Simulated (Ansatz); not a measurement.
# Meshes and cutoff for the phonons of NaH (Fm-3m), part 3 of 3

How do the frequencies of NaH (Fm-3m) move with q mesh, k mesh and cutoff?

Ansatz 0.2.0; DFT PBE, scalar-relativistic, plane waves, PAW; PAW set soft_1.

So far. Step 11 (Another k mesh, q mesh 2×2×2): The highest optical mode at the zone centre (no LO-TO term) is 493.9 cm⁻¹, +0.0 cm⁻¹ against the base run. Step 12 (Another k mesh, k-mesh 12×12×12, q mesh 2×2×2): The highest optical mode at the zone centre (no LO-TO term) is 493.9 cm⁻¹, +0.0 cm⁻¹ against the base run. The relaxed cell has a = 4.832 Å (conventional setting).

## (15) Another cutoff, cutoff 230 eV, q mesh 2×2×2

The cutoff is set to 230 eV on a small fixed q mesh.

Contents of input.yaml:

```yaml
crystal:
  lattice:
    - [0.0, 2.4160895472, 2.4160895472]
    - [2.4160895472, 0.0, 2.4160895472]
    - [2.4160895472, 2.4160895472, 0.0]
  atoms:
    - { symbol: Na, position: [0.0, 0.0, 0.0] }
    - { symbol: H, position: [0.5, 0.5, 0.5] }
kpoints:
  mp_grid: { grid: [8, 8, 8] }
hamiltonian:
  xc: pbe
  pseudopotentials: { kind: paw, azcp: { folder: soft_1 } }
scf:
  occupations: { method: fixed }
output:
  eigenvalues: true
phonons:
  method: dfpt
  qmesh: [2, 2, 2]
  temperatures: { t_max: 1000, t_step: 50 }
  qpath:
    path:
      - [[0.0, 0.0, 0.0], [0.5, 0.0, 0.5], [0.625, 0.25, 0.625]]
      - [[0.375, 0.375, 0.75], [0.0, 0.0, 0.0], [0.5, 0.5, 0.5], [0.5, 0.25, 0.75], [0.5, 0.0, 0.5]]
    npoints: 10
basis:
  ecutwfc: 230
```

Launch:

```
$ ansatz run input.yaml --threads 4 --pin off --max-ram 10240MiB --backend cpu --events-out ev --progress --plain --runs-dir out
```

Numbers of over 12 decimals in the logs are rounded to 6 here.

The log of the run:

```text
[...]
Crystal: 2 atoms, lattice volume = 28.208 Å³
Basis set: ecut = 230 eV, 229 PW (Γ), exchange–correlation on 36×36×36 points (8 copies of the dense FFT grid, shifted against one another)
Bands: 9, of which v1, the nominal top of the filled ones, is band 5 counted from 1 (4 counted from 0)
Symmetry: 48 space group operations
k-points: 29 of 512
[...]
SCF iter   1: F=—  HF=-1502.339277 eV  |F-HF|=—  |Δ(HF+E_count)|=         —  Δρ=5.47e-2  dr2=8.78e-1  ethr=3.10e-3  ⟨swp⟩=3.6  Hψ=1464  notcnv=0  defer=45
[...]
SCF iter   8: F=-1502.054633 eV  HF=-1502.054633 eV  |F-HF|=2.27e-13  |Δ(HF+E_count)|=  1.41e-11  Δρ=9.52e-9  dr2=2.42e-14  ethr=1.00e-12  ⟨swp⟩=6.3  Hψ=1281  notcnv=0
SCF 1 converged in 8 iterations: F = -1502.054633 eV  dr2 = 2.42e-14
[...]
k-points: 59 of 512 (irreducible under 8 space group operations, time reversal used)
[...]
SCF iter   1: F=—  HF=-1502.054633 eV  |F-HF|=—  |Δ(HF+E_count)|=         —  Δρ=1.06e-8  dr2=2.23e-14  ethr=3.33e-10  ⟨swp⟩=2.9  Hψ=4530  notcnv=0  defer=100
eigensolver tolerance schedule: the retry pair's looser diagonalisation over-reported the residual by 1491903.09 of it (diagonalisation noise at 0.19 of the residual, at the tolerance the schedule requests for it); recorded, not acted on — ethr = c·dr2/N_el stays at c = 1.0e-1
[...]
SCF iter   2: F=-1502.054633 eV  HF=-1502.054633 eV  |F-HF|=2.27e-13  |Δ(HF+E_count)|=  1.64e-10  Δρ=3.46e-9  dr2=2.44e-15  ethr=1.00e-12  ⟨swp⟩=4.5  Hψ=2081  notcnv=0
SCF 2 converged in 2 iterations: F = -1502.054633 eV  dr2 = 2.44e-15
[...]
SCF converged after 8 iterations
Free energy (F): -1502.054633 eV
[...]
Internal energy: -1502.054633 eV  (E = F + TS)
E sigma→0 (E₀):  -1502.054633 eV
Fermi energy:    0.738642 eV
[...]
--- Band table (eV; the first three rows and the last of 29) ---
[...]
ASR residual: 2.149e-3 → 0.000e0 eV/Å²; symmetrization residual: 1.394e-7 eV/Å²
  ASR residual per site (eV/Å²): 2.15e-3 5.65e-4
  Γ frequencies (cm⁻¹): 0.00 0.00 0.00 519.88 519.88 519.88
[...]
ε∞ (high-frequency dielectric tensor):
        3.128464    -0.000000    -0.000000
        0.000000     3.128464     0.000000
        0.000000    -0.000000     3.128464
[...]
Born effective charges Z* (e; rows j = field, columns β = displacement):
    site 0:
         0.96596   -0.00000   -0.00000
         0.00000    0.96596    0.00000
         0.00000    0.00000    0.96596
    site 1:
        -0.96596    0.00000    0.00000
        -0.00000   -0.96596   -0.00000
         0.00000   -0.00000   -0.96596
  Z* charge neutrality: 6.824e-5 e pre-enforcement
[...]
optical modes at Γ without the LO–TO term, one row a degenerate level:
      ω (cm⁻¹)  modes    IR ((D/Å)²/amu)
        519.88      3            66.8765
  optical modes at Γ + LO–TO along q̂ = [1.0000, 0.0000, 0.0000]:
      ω (cm⁻¹)  modes    IR ((D/Å)²/amu)
        519.88      2            44.5843
        899.48      1            22.2922
  optical modes at Γ + LO–TO along q̂ = [0.0000, 1.0000, 0.0000]:
      ω (cm⁻¹)  modes    IR ((D/Å)²/amu)
        519.88      2            44.5843
        899.48      1            22.2922
  optical modes at Γ + LO–TO along q̂ = [0.0000, 0.0000, 1.0000]:
      ω (cm⁻¹)  modes    IR ((D/Å)²/amu)
        519.88      2            44.5843
        899.48      1            22.2922
--- Phonons (arbitrary-q DFPT): 3 irreducible q on the 2×2×2 mesh ---
[...]
interpolated dispersion: 63 rows × 6 modes
[...]
```

Wall time 3.3 s (4 threads of Arm Neoverse V1, shared host); peak memory 0.4 GiB; 11 s of CPU time.

The run finished; it serves as a test, and its numbers are not taken as the result.

## (16) Another cutoff, cutoff 290 eV, q mesh 2×2×2

The cutoff is set to 290 eV on a small fixed q mesh.

Changes to input.yaml since step 15:

```diff
@@ -27,2 +27,2 @@
 basis:
-  ecutwfc: 230
+  ecutwfc: 290
```

The log of the run:

```text
[...]
Crystal: 2 atoms, lattice volume = 28.208 Å³
Basis set: ecut = 290 eV, 331 PW (Γ), exchange–correlation on 40×40×40 points (8 copies of the dense FFT grid, shifted against one another)
Bands: 9, of which v1, the nominal top of the filled ones, is band 5 counted from 1 (4 counted from 0)
Symmetry: 48 space group operations
k-points: 29 of 512
[...]
SCF iter   1: F=—  HF=-1502.911908 eV  |F-HF|=—  |Δ(HF+E_count)|=         —  Δρ=5.18e-2  dr2=8.76e-1  ethr=3.10e-3  ⟨swp⟩=4.3  Hψ=1445  notcnv=0  defer=39
[...]
SCF iter   7: F=-1502.630146 eV  HF=-1502.630146 eV  |F-HF|=1.64e-11  |Δ(HF+E_count)|=   2.27e-9  Δρ=2.57e-7  dr2=9.95e-12  ethr=1.00e-12  ⟨swp⟩=6.1  Hψ=1573  notcnv=0
SCF 1 converged in 7 iterations: F = -1502.630146 eV  dr2 = 9.95e-12
[...]
k-points: 59 of 512 (irreducible under 8 space group operations, time reversal used)
[...]
SCF iter   3: F=-1502.630146 eV  HF=-1502.630146 eV  |F-HF|=2.50e-12  |Δ(HF+E_count)|=  3.18e-12  Δρ=7.92e-8  dr2=9.66e-13  ethr=1.00e-12  ⟨swp⟩=1.0  Hψ=1298  notcnv=0
SCF 2 converged in 3 iterations: F = -1502.630146 eV  dr2 = 9.66e-13
[...]
SCF converged after 7 iterations
Free energy (F): -1502.630146 eV
[...]
Internal energy: -1502.630146 eV  (E = F + TS)
E sigma→0 (E₀):  -1502.630146 eV
Fermi energy:    0.745016 eV
[...]
--- Band table (eV; the first three rows and the last of 29) ---
[...]
ASR residual: 2.782e-4 → 0.000e0 eV/Å²; symmetrization residual: 1.953e-8 eV/Å²
  ASR residual per site (eV/Å²): 2.50e-4 2.78e-4
  Γ frequencies (cm⁻¹): 0.00 0.00 0.00 493.62 493.62 493.62
[...]
ε∞ (high-frequency dielectric tensor):
        3.118270    -0.000000    -0.000000
        0.000000     3.118270     0.000000
        0.000000    -0.000000     3.118270
[...]
Born effective charges Z* (e; rows j = field, columns β = displacement):
    site 0:
         0.97239   -0.00000    0.00000
         0.00000    0.97239    0.00000
         0.00000   -0.00000    0.97239
    site 1:
        -0.97239    0.00000    0.00000
        -0.00000   -0.97239   -0.00000
         0.00000    0.00000   -0.97239
  Z* charge neutrality: 2.588e-6 e pre-enforcement
[...]
optical modes at Γ without the LO–TO term, one row a degenerate level:
      ω (cm⁻¹)  modes    IR ((D/Å)²/amu)
        493.62      3            67.7705
  optical modes at Γ + LO–TO along q̂ = [1.0000, 0.0000, 0.0000]:
      ω (cm⁻¹)  modes    IR ((D/Å)²/amu)
        493.62      2            45.1803
        889.63      1            22.5902
  optical modes at Γ + LO–TO along q̂ = [0.0000, 1.0000, 0.0000]:
      ω (cm⁻¹)  modes    IR ((D/Å)²/amu)
        493.62      2            45.1803
        889.63      1            22.5902
  optical modes at Γ + LO–TO along q̂ = [0.0000, 0.0000, 1.0000]:
      ω (cm⁻¹)  modes    IR ((D/Å)²/amu)
        493.62      2            45.1803
        889.63      1            22.5902
--- Phonons (arbitrary-q DFPT): 3 irreducible q on the 2×2×2 mesh ---
[...]
interpolated dispersion: 63 rows × 6 modes
[...]
```

The job ended after 3.4 s (4 threads; peak memory 0.42 GiB; 11 s of CPU time).

The run finished; it serves as a test, and its numbers are not taken as the result.

## (17) Another cutoff, cutoff 360 eV, q mesh 2×2×2

The cutoff is set to 360 eV on a small fixed q mesh.

Changes to input.yaml since step 16:

```diff
@@ -27,2 +27,2 @@
 basis:
-  ecutwfc: 290
+  ecutwfc: 360
```

The log of the run:

```text
[...]
Crystal: 2 atoms, lattice volume = 28.208 Å³
Basis set: ecut = 360 eV, 411 PW (Γ), exchange–correlation on 48×48×48 points (8 copies of the dense FFT grid, shifted against one another)
Bands: 9, of which v1, the nominal top of the filled ones, is band 5 counted from 1 (4 counted from 0)
Symmetry: 48 space group operations
k-points: 29 of 512
[...]
optical modes at Γ + LO–TO along q̂ = [0.0000, 1.0000, 0.0000]:
      ω (cm⁻¹)  modes    IR ((D/Å)²/amu)
        492.80      2            45.1887
        889.36      1            22.5943
  optical modes at Γ + LO–TO along q̂ = [0.0000, 0.0000, 1.0000]:
      ω (cm⁻¹)  modes    IR ((D/Å)²/amu)
        492.80      2            45.1887
        889.36      1            22.5943
--- Phonons (arbitrary-q DFPT): 3 irreducible q on the 2×2×2 mesh ---
[...]
interpolated dispersion: 63 rows × 6 modes
[...]
[key lines of the parts left out:]
SCF converged after 8 iterations
Free energy (F): -1502.677606 eV
Fermi energy:    0.743554 eV
```

Run time: 4.7 s. Hardware: 4 threads; peak memory 0.46 GiB; 17 s of CPU time.

The highest optical mode at the zone centre (no LO-TO term) is 492.8 cm⁻¹, -1.1 cm⁻¹ against the base run.

## (18) Another cutoff, cutoff 550 eV, q mesh 2×2×2

The cutoff is set to 550 eV on a small fixed q mesh.

Changes to input.yaml since step 17:

```diff
@@ -27,2 +27,2 @@
 basis:
-  ecutwfc: 360
+  ecutwfc: 550
```

The log of the run:

```text
[...]
Crystal: 2 atoms, lattice volume = 28.208 Å³
Basis set: ecut = 550 eV, 869 PW (Γ), exchange–correlation on 54×54×54 points (8 copies of the dense FFT grid, shifted against one another)
Bands: 9, of which v1, the nominal top of the filled ones, is band 5 counted from 1 (4 counted from 0)
Symmetry: 48 space group operations
k-points: 29 of 512
[...]
optical modes at Γ + LO–TO along q̂ = [0.0000, 1.0000, 0.0000]:
      ω (cm⁻¹)  modes    IR ((D/Å)²/amu)
        493.23      2            45.1839
        889.59      1            22.5920
  optical modes at Γ + LO–TO along q̂ = [0.0000, 0.0000, 1.0000]:
      ω (cm⁻¹)  modes    IR ((D/Å)²/amu)
        493.23      2            45.1839
        889.59      1            22.5920
--- Phonons (arbitrary-q DFPT): 3 irreducible q on the 2×2×2 mesh ---
[...]
interpolated dispersion: 63 rows × 6 modes
[...]
[key lines of the parts left out:]
SCF converged after 8 iterations
Free energy (F): -1502.682916 eV
Fermi energy:    0.743289 eV
```

Elapsed: 8.5 s, on 4 threads; peak memory 0.53 GiB.

The highest optical mode at the zone centre (no LO-TO term) is 493.2 cm⁻¹, -0.6 cm⁻¹ against the base run.

## (19) Outcome

| Quantity | Value |
| --- | --- |
| mean frequency, q mesh 2×2×2 | 420 cm⁻¹ |
| mean frequency, q mesh 3×3×3 | 422 cm⁻¹ |
| mean frequency, q mesh 6×6×6 | 422 cm⁻¹ |
| highest optical mode at the zone centre (no LO-TO term), k-mesh 2×2×2 | 473 cm⁻¹ |
| highest optical mode at the zone centre (no LO-TO term), k-mesh 4×4×4 | 494 cm⁻¹ |
| highest optical mode at the zone centre (no LO-TO term), k-mesh 6×6×6 | 494 cm⁻¹ |
| highest optical mode at the zone centre (no LO-TO term), k-mesh 8×8×8 | 494 cm⁻¹ |
| highest optical mode at the zone centre (no LO-TO term), k-mesh 12×12×12 | 494 cm⁻¹ |
| highest optical mode at the zone centre (no LO-TO term), cutoff 170 eV | 415 cm⁻¹ |
| highest optical mode at the zone centre (no LO-TO term), cutoff 230 eV | 520 cm⁻¹ |
| highest optical mode at the zone centre (no LO-TO term), cutoff 290 eV | 494 cm⁻¹ |
| highest optical mode at the zone centre (no LO-TO term), cutoff 360 eV | 493 cm⁻¹ |
| highest optical mode at the zone centre (no LO-TO term), cutoff 550 eV | 493 cm⁻¹ |

Over the whole q mesh series, coarse runs included, the mean frequency runs from 419.7 to 422.4 cm⁻¹; from 2×2×2 on it stays within 2.7 cm⁻¹ of the finest run (6×6×6), against a tolerance of 4.2. The k mesh changes along this series too, so part of the change is its. Over the whole k mesh series, coarse runs included, the lowest mode on the q mesh (acoustic modes at Γ apart) runs from 115.6 to 119.4 cm⁻¹; from 4×4×4 on all solved modes stay within 3.4 cm⁻¹ of the finest run (12×12×12), against a tolerance of 8.8. Over the whole cutoff series, coarse runs included, the lowest mode on the q mesh (acoustic modes at Γ apart) runs from 78.0 to 126.8 cm⁻¹; from 290 eV on all solved modes stay within 1.4 cm⁻¹ of the finest run (550 eV), against a tolerance of 8.8. All runs share the cell relaxed at the base settings, which is not exactly at rest under another k mesh or cutoff. These are harmonic frequencies at zero temperature: anharmonic shifts, linewidths and thermal expansion are left out.

[Logs are printed without paths, hosts, clocks, repeated set-up lines and the standing remarks that a program may print on its own settings, such as how far it seeks lower states.]

[Hosts, paths, dates, database ids (printed as entryN), source tags and the programs' standing remarks are cut or masked in the printed files.]
